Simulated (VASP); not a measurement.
# Re (Fm-3m) in VASP: further runs

One crystal, Re, is run at these levels: PBEsol, r2SCAN; tasks: single point.

Program: VASP 6.6.1. These are calculated values, not measurements. Logs are shortened: lines on timing, memory, paths and dates and some standing lists are left out, and cuts for length are marked.

### Step 1. Starting point

The structure is cubic, space group Fm-3m (No. 225). Conventional cell: a = 3.881 Å, b = 3.881 Å, c = 3.881 Å, α = 90.00°, β = 90.00°, γ = 90.00°. Re (site symmetry m-3m) is surrounded by 12 Re at 2.74 Å.

This isn't the form of Re at room conditions, which is hcp.

### Step 2. Single point, PBEsol

Contents of INCAR:

```
SYSTEM = Re
  PREC = Accurate
  ENCUT = 900
  EDIFF = 1E-6
  ISMEAR = 0
  SIGMA = 0.1
  LREAL = .FALSE.
  LASPH = .TRUE.
  NELM = 100
  ALGO = Fast
  ISIF = 2
  LWAVE = .FALSE.
  LCHARG = .FALSE.
  GGA = PS
  NBANDS = 10
```

Contents of KPOINTS:

```
Automatic mesh
0
G
  18 18 18
  0 0 0
```

Contents of POSCAR:

```
Re
1.0
    0.0000000000      1.9404000000      1.9404000000
    1.9404000000      0.0000000000      1.9404000000
    1.9404000000      1.9404000000      0.0000000000
Re
1
Direct
    0.0000000000      0.0000000000      0.0000000000
```

Potentials or basis: VASP PAW PBE potentials, release 64 (Re).

The run is started by

```console
$ cat potpaw_PBE.64/Re/POTCAR > POTCAR
$ mpirun -np 1 vasp_std > vasp.out
```

OUTCAR:

```text
SYSTEM = Re
   PREC = Accurate
   ENCUT = 900
   EDIFF = 1E-6
   ISMEAR = 0
   LREAL = .FALSE.
   LASPH = .TRUE.
   NELM = 100
   ISIF = 2
   GGA = PS

 ion  position               nearest neighbor table
   1  0.000  0.000  0.000-

  LATTYP: Found a face centered cubic cell.
 ALAT       =     3.8808000000

  Lattice vectors:

 A1 = (   0.0000000000,   1.9404000000,   1.9404000000)
 A2 = (   1.9404000000,   0.0000000000,   1.9404000000)
 A3 = (   1.9404000000,   1.9404000000,   0.0000000000)

Analysis of symmetry for initial positions (statically):
=====================================================================
 Subroutine PRICEL returns:
 Original cell was already a primitive cell.

 Routine SETGRP: Setting up the symmetry group for a
 face centered cubic supercell.

 Subroutine GETGRP returns: Found 48 space group operations
 (whereof 48 operations were pure point group operations)
 out of a pool of 48 trial point group operations.

The static configuration has the point symmetry O_h .

Analysis of symmetry for dynamics (positions and initial velocities):
=====================================================================
 Subroutine PRICEL returns:
 Original cell was already a primitive cell.

 Routine SETGRP: Setting up the symmetry group for a
 face centered cubic supercell.

 Subroutine GETGRP returns: Found 48 space group operations
 (whereof 48 operations were pure point group operations)
 out of a pool of 48 trial point group operations.

The dynamic configuration has the point symmetry O_h .

 Subroutine INISYM returns: Found 48 space group operations
 (whereof 48 operations are pure point group operations),
 and found     1 'primitive' translations

----------------------------------------------------------------------------------------

                                     Primitive cell

  volume of cell :      14.6118

  direct lattice vectors                    reciprocal lattice vectors
     0.000000000  1.940400000  1.940400000    -0.257678829  0.257678829  0.257678829
     1.940400000  0.000000000  1.940400000     0.257678829 -0.257678829  0.257678829
     1.940400000  1.940400000  0.000000000     0.257678829  0.257678829 -0.257678829

  length of vectors
     2.744139996  2.744139996  2.744139996     0.446312824  0.446312824  0.446312824

  position of ions in fractional coordinates (direct lattice)
     0.000000000  0.000000000  0.000000000

  ion indices of the primitive-cell ions
   primitive index   ion index
                 1           1

----------------------------------------------------------------------------------------

 KPOINTS: Automatic mesh

Automatic generation of k-mesh.
 Grid dimensions read from file:
 generate k-points for:   18   18   18

 Generating k-lattice:

  Cartesian coordinates                     Fractional coordinates (reciprocal lattice)
    -0.014315491  0.014315491  0.014315491     0.055555556  0.000000000  0.000000000
     0.014315491 -0.014315491  0.014315491     0.000000000  0.055555556  0.000000000
     0.014315491  0.014315491 -0.014315491     0.000000000  0.000000000  0.055555556

  Length of vectors
     0.024795157  0.024795157  0.024795157

  Shift w.r.t. Gamma in fractional coordinates (k-lattice)
     0.000000000  0.000000000  0.000000000

 Subroutine IBZKPT returns following result:
 ===========================================

 Found    195 irreducible k-points:

 Following reciprocal coordinates:
            Coordinates               Weight
  0.000000  0.000000  0.000000      1.000000
  0.055556  0.000000  0.000000      8.000000
  0.111111  0.000000  0.000000      8.000000
  0.166667  0.000000  0.000000      8.000000
  0.222222  0.000000  0.000000      8.000000
  0.277778  0.000000  0.000000      8.000000
[... 16 lines left out ...]
 -0.277778  0.055556  0.000000     24.000000
 -0.222222  0.055556  0.000000     24.000000
 [... further k-points ...]
   k-points           NKPTS =    195   k-points in BZ     NKDIM =    195   number of bands    NBANDS=     10
   number of dos      NEDOS =    301   number of ions     NIONS =      1
   total plane-waves  NPLWV =  21952
   dimension x,y,z NGX =    28 NGY =   28 NGZ =   28
   dimension x,y,z NGXF=    56 NGYF=   56 NGZF=   56
   ions per type =               1
   NGX,Y,Z   is equivalent  to a cutoff of  16.96, 16.96, 16.96 a.u.
   NGXF,Y,Z  is equivalent  to a cutoff of  33.93, 33.93, 33.93 a.u.
 SYSTEM =  Re
   PREC   = accura    normal or accurate (medium, high low for compatibility)
   ISTART =      0    job   : 0-new  1-cont  2-samecut
   ICHARG =      2    charge: 1-file 2-atom 10-const
   ISPIN  =      1    spin polarized calculation?
   LNONCOLLINEAR =      F non collinear calculations
   LSORBIT =      F    spin-orbit coupling
   LASPH  =      T    aspherical Exc in radial PAW
   ENCUT  =  900.0 eV  66.15 Ry    8.13 a.u.   6.71  6.71  6.71*2*pi/ulx,y,z
   NELM   =    100;   NELMIN=  2; NELMDL= -5     # of ELM steps
   EDIFF  = 0.1E-05   stopping-criterion for ELM
   LREAL  =      F    real-space projection
   EDIFFG = 0.1E-04   stopping-criterion for IOM
   NSW    =      0    number of steps for IOM
   IBRION =     -1    ionic relax: 0-MD 1-quasi-New 2-CG
   NFREE  =      0    steps in history (QN), initial steepest desc. (CG)
   ISIF   =      2    stress and relaxation
   ISYM   =      2    0-nonsym 1-usesym 2-fastsym
   POTIM  = 0.5000    time-step for ionic-motion
   TEBEG  =    0.0;   TEEND  =   0.0 temperature during run
   PSTRESS=    0.0 pullay stress
   NELECT =       7.0000    total number of electrons
   NUPDOWN=      -1.0000    fix difference up-down
   EMIN   =  10.00;   EMAX   =-10.00  energy-range for DOS
   EFERMI =   0.00;   METHOD = LEGACY
   ISMEAR =     0;   SIGMA  =   0.10  broadening in eV -4-tet -1-fermi 0-gaus
   EFERMI_NEDOS =   21; number of points for ismear=-14 and -15
   IALGO  =     68    algorithm
   IMIX   =      4    mixing-type and parameters
     AMIX     =   0.40;   BMIX     =  1.00
     AMIX_MAG =   1.60;   BMIX_MAG =  1.00
  volume/ion in A,a.u.               =      14.61        98.61
  Fermi-wavevector in a.u.,A,eV,Ry     =   1.280972  2.420686 22.325648  1.640889
  Thomas-Fermi vector in A             =   2.413369
   LORBIT       =      0    0 simple, 1 ext, 2 COOP (PROOUT), +10 PAW based schemes
   GGA     = PS    functional components
   LHFCALC =     F    Hartree Fock is set to
   AEXX    =    0.0000 exact exchange contribution
   IVDW    =     0    specifies the selected vdW correction
   LEPSILON=     F    determine dielectric tensor
   LRPA    =     F    only Hartree local field effects (RPA)
 non-spin polarized calculation
 RMM-DIIS sequential band-by-band and
 Gauss-broadening in eV      SIGMA  =   0.10
  energy-cutoff  :      900.00
  volume of cell :       14.61
 maximum number of plane-waves:       934
   NGX = 13   NGY = 13   NGZ = 13

 number of electron       7.0000000 magnetization

 Free energy of the ion-electron system (eV)
  ---------------------------------------------------
  ext. energy  EPLUGINS =         0.00000000
  ---------------------------------------------------
  free energy    TOTEN  =       -13.30283719 eV

  energy without entropy =      -13.29855761  energy(sigma->0) =      -13.30069740

 E-fermi :   8.0653     XC(G=0): -13.8587

 val. band max:        8.0556475543   @ k =  -0.3889   0.4444   0.0556
 cond. band min:       8.0967565974   @ k =  -0.3333   0.2778   0.0000
 fundamental gap:      0.0411090432
 Fermi energy:         8.0652788934

 k-point     1 :       0.0000    0.0000    0.0000
  band No.  band energies     occupation
      1      -2.1393      2.00000
      2       6.1339      2.00000
      3       6.1339      2.00000
      4       6.1339      2.00000
      5       9.3566      0.00000
      6       9.3566      0.00000
      7      22.0338      0.00000
      8      27.7048      0.00000
      9      27.7048      0.00000
     10      27.7051      0.00000

 k-point     2 :       0.0556    0.0000    0.0000
  band No.  band energies     occupation
      1      -1.9939      2.00000
      2       6.0334      2.00000
      3       6.2029      2.00000
      4       6.2029      2.00000
      5       9.2998      0.00000
      6       9.2998      0.00000
      7      22.3189      0.00000
      8      26.9444      0.00000
      9      27.9714      0.00000
     10      27.9716      0.00000

 k-point     3 :       0.1111    0.0000    0.0000
  band No.  band energies     occupation
      1      -1.5736      2.00000
      2       5.7752      2.00000
      3       6.3827      2.00000
      4       6.3827      2.00000
      5       9.1729      0.00000
      6       9.1729      0.00000
      7      23.0906      0.00000
      8      25.5758      0.00000
      9      28.7458      0.00000
     10      28.7459      0.00000

 k-point     4 :       0.1667    0.0000    0.0000
  band No.  band energies     occupation
      1      -0.9322      2.00000
      2       5.4729      2.00000
      3       6.5801      2.00000
      4       6.5801      2.00000
      5       9.1085      0.00000
      6       9.1085      0.00000
      7      23.6237      0.00000
      8      24.7949      0.00000
      9      29.9606      0.00000
     10      29.9607      0.00000
[... 222 lines left out ...]
 k-point    22 :      -0.3333    0.0556    0.0000
  band No.  band energies     occupation
      1       1.1417      2.00000
      2       6.1222      2.00000
      3       6.1537      2.00000
      4       6.3208      2.00000
      5      10.2928      0.00000
      6      11.3649      0.00000
      7      20.2725      0.00000
      8      23.9244      0.00000
      9      29.7692      0.00000
     10      31.8787      0.00000

 k-point    23 :      -0.2778    0.0556    0.0000
  band No.  band energies     occupation
      1       0.8084      2.00000
      2       5.4193      2.00000
      3       6.3944      2.00000
      4       6.5513      2.00000
      5       9.5134      0.00000
      6      10.6338      0.00000
      7      21.3406      0.00000
      8      25.4512      0.00000
      9      30.9540      0.00000
     10      32.0116      0.00000

 k-point    24 :      -0.2222    0.0556    0.0000
  band No.  band energies     occupation
      1       0.1894      2.00000
      2       5.1648      2.00000
      3       6.5977      2.00000
      4       6.7337      2.00000
      5       8.9160      0.00000
      6       9.9842      0.00000
      7      22.4337      0.00000
      8      25.9738      0.00000
      9      30.7148      0.00000
     10      32.3362      0.00000

 [... further k-points ...]

------------------------ aborting loop because EDIFF is reached ----------------------------------------

  FORCE on cell =-STRESS in cart. coord.  units (eV):
  Direction    XX          YY          ZZ          XY          YZ          ZX
  --------------------------------------------------------------------------------------
  -------------------------------------------------------------------------------------
  Total       -0.0030312     -0.0030312     -0.0030312     -0.0000000     -0.0000000      0.0000000
  in kB       -0.3323751     -0.3323751     -0.3323751     -0.0000000     -0.0000000      0.0000000
  external PRESSURE =      -0.3323751 kB  Pullay stress =       0.0000000 kB

 VOLUME and BASIS-vectors are now :
 -----------------------------------------------------------------------------
  energy-cutoff  :      900.00
  volume of cell :       14.61
      direct lattice vectors                 reciprocal lattice vectors
     0.000000000  1.940400000  1.940400000    -0.257678829  0.257678829  0.257678829
     1.940400000  0.000000000  1.940400000     0.257678829 -0.257678829  0.257678829
     1.940400000  1.940400000  0.000000000     0.257678829  0.257678829 -0.257678829

 POSITION                                       TOTAL-FORCE (eV/Angst)
 -----------------------------------------------------------------------------------
      0.00000      0.00000      0.00000        -0.000000      0.000000     -0.000000
 -----------------------------------------------------------------------------------
    total drift:                               -0.000000     -0.000000     -0.000000

  FREE ENERGIE OF THE ION-ELECTRON SYSTEM (eV)
  ---------------------------------------------------
  free  energy   TOTEN  =       -13.3028371854 eV

  energy  without entropy=      -13.2985576064  energy(sigma->0) =      -13.30069740
```

Run time: 41 s. Hardware: 1 thread of Intel Xeon 6975P-C (Granite Rapids), shared host; peak memory 0.21 GiB.

Results:

```
Free energy            : -13.3028 eV
Pressure               : 0.0 GPa
Band gap on the k mesh : none (metal or under the smearing width)
```

Levels at points of the mesh, in eV from the Fermi level:
```csv
k point,band 1,band 2,band 3,band 4,band 5,band 6,band 7,band 8,band 9
"(0.00, 0.00, 0.00)",-10.20,-1.93,-1.93,-1.93,1.29,1.29,13.97,19.64,19.64
"(0.50, 0.00, 0.00)",-6.94,-2.15,-2.15,0.24,3.89,3.89,10.07,13.46,20.23
"(0.50, 0.50, 0.00)",-6.91,-6.02,2.85,3.83,4.65,4.65,12.35,12.35,13.15
```

Caveat: the PAW data sets were made with another functional, which shifts forces and pressure a little. Spin-orbit coupling is left out, which matters for the levels of Re.

### Step 3. Single point, r2SCAN

Contents of INCAR:

```
SYSTEM = Re
  PREC = Accurate
  ENCUT = 520
  EDIFF = 1E-6
  ISMEAR = 0
  SIGMA = 0.1
  LREAL = .FALSE.
  LASPH = .TRUE.
  NELM = 100
  ALGO = Normal
  ISIF = 2
  LWAVE = .FALSE.
  LCHARG = .FALSE.
  METAGGA = R2SCAN
  LMIXTAU = .TRUE.
  NBANDS = 10
```

KPOINTS is that of step 2.

POSCAR is that of step 2.

Potentials or basis: VASP PAW PBE potentials, release 64 (Re).

The run is started by

```console
$ cat potpaw_PBE.64/Re/POTCAR > POTCAR
$ mpirun -np 1 vasp_std > vasp.out
```

It took 67 s on 1 thread of Intel Xeon 6975P-C (Granite Rapids), shared host; peak memory 0.15 GiB.

Results (log left out):

| Property | Result |
| --- | --- |
| Free energy | -52.3905 eV |
| Pressure | 3.8 GPa |
| Band gap on the k mesh | none (metal or under the smearing width) |

Levels at points of the mesh, in eV from the Fermi level:
```csv
k point,band 2,band 3,band 4,band 5,band 6,band 7
"(0.00, 0.00, 0.00)",-2.04,-2.04,-2.04,1.40,1.40,14.52
"(0.50, 0.00, 0.00)",-2.21,-2.21,0.12,4.00,4.00,10.59
"(0.50, 0.50, 0.00)",-6.35,2.87,4.01,4.74,4.74,12.97
```

Caveat: the PAW data sets were made with another functional, which shifts forces and pressure a little. Spin-orbit coupling is left out, which matters for the levels of Re.
